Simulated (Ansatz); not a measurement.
Free-standing chains of the atoms of HgTe, named by their start (strip: triangular double chain, ladder: square double chain); atoms and period are relaxed, and energies count from relaxed bulk HgTe (F-43m, 36.81 Å³/atom, gap on the mesh 0.00 eV).

Method: Ansatz, DFT PBE, scalar-relativistic, plane waves, PAW.

Cutoff 420 eV; k points 1×1×13 on the computed 2-atom cell (Γ-centred); Gaussian smearing, width 0.05 eV; collinear spin from starting moments 0.5 0.5 μB.

Start (dimerised chain):

```yaml
crystal:
  lattice:
    - [9.00000, 0.00000, 0.00000]
    - [0.00000, 9.30000, 0.00000]
    - [0.00000, 0.00000, 5.18536]
  atoms:
    - { symbol: Hg, position: [0.50000, 0.50000, 0.00000] }
    - { symbol: Te, position: [0.50000, 0.50000, 0.46500] }
```

**Question.** Relax it.

**Answer.** The free energy falls by 187 meV/atom.

```
excess energy (eV per host atom)                      : 0.699
period (Å)                                            : 5.388
gap on the mesh (eV)                                  : 0
highest filled level or Fermi level under vacuum (eV) : 5.43
size of the moment (μB per cell)                      : 0.46
```

Relaxed structure:
```xyz
2
Lattice="9.0000 0.0000 0.0000 0.0000 9.3000 0.0000 0.0000 0.0000 5.3881" Properties=species:S:1:pos:R:3 pbc="T T T"
Hg    4.5000    4.6500   -0.0943
Te    4.5000    4.6500    2.5998
```

Spin-orbit coupling is left out, which matters for the bands of heavy elements.

Each run keeps its start's symmetry and one magnetic start, so lower states can exist.

It took 19 s on 2 threads of AMD EPYC 9R45 96-Core Processor (Zen 5), on a shared host, peak memory 0.74 GiB.